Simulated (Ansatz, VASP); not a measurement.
## Lu in VASP and in Ansatz

INCAR

```
SYSTEM = Lu
ALGO = Normal ; EDIFF = 1E-6
ENCUT = 520 ; GGA = PE
ISIF = 2 ; ISMEAR = -1
LASPH = .TRUE. ; LCHARG = .FALSE.
LREAL = .FALSE. ; LWAVE = .FALSE.
NBANDS = 32 ; NELM = 80
PREC = Accurate ; SIGMA = 0.05
```

KPOINTS

```
k-points
0
G
  5 5 3
  0 0 0
```

File POSCAR:

```
Lu
1.0
    3.5031000000      0.0000000000      0.0000000000
   -1.7515500000      3.0337735920      0.0000000000
    0.0000000000      0.0000000000      5.5509000000
Lu
2
Direct
    0.6666666667      0.3333333333      0.7500000000
    0.3333333333      0.6666666667      0.2500000000
```

Contents of input.yaml:

```yaml
crystal:
  lattice:
    - [3.5031, 0.0, 0.0]
    - [-1.75155, 3.033773592, 0.0]
    - [0.0, 0.0, 5.5509]
  atoms:
    - { symbol: Lu, position: [0.6666666667, 0.3333333333, 0.75] }
    - { symbol: Lu, position: [0.3333333333, 0.6666666667, 0.25] }
hamiltonian:
  xc: pbe
  pseudopotentials: { kind: paw }
kpoints:
  mp_grid: { grid: [5, 5, 3] }
scf:
  occupations: { method: fermi_dirac, width: 0.05 }
  n_extra_bands: 6
output:
  forces: true
  stress: true
  eigenvalues: true
  dos: { projected: true, de: 0.05, nscf_kmesh: { grid: [8, 8, 5] } }
```

Alike in both runs: functional PBE; k mesh 5 × 5 × 3; occupations fermi-dirac, width 0.05 eV; no spin polarisation.

```csv
,VASP,Ansatz
version,VASP 6.6.1,Ansatz 0.2.0
potentials or method,"VASP PAW PBE potentials, release 64 (Lu)",Ansatz PAW
plane-wave cutoff (eV),520,420
valence electrons in the cell,50,50
task,single point,projected density of states
```

Ansatz gave:

```
gap on the k mesh at the Fermi level (eV)       : none
pressure (GPa)                                  : -0.2
largest component of the traceless stress (GPa) : 1.22
```

**Question.** Which values does VASP return?

**Answer.** gap on the k mesh at the Fermi level (eV): none; pressure (GPa): 0.2; largest component of the traceless stress (GPa): 1.24.

A gap of «none» marks a metal or a gap that the smearing closes. The functional is the same, so the differences come from potentials, cutoffs and numerics.

Caveats: the k mesh is coarse (spacing up to 0.41 Å⁻¹), so the values aren't converged; the density of states is complete only up to the lowest level of the last band computed (Ansatz). The runs have no spin-orbit coupling, so splittings on Lu are missing.
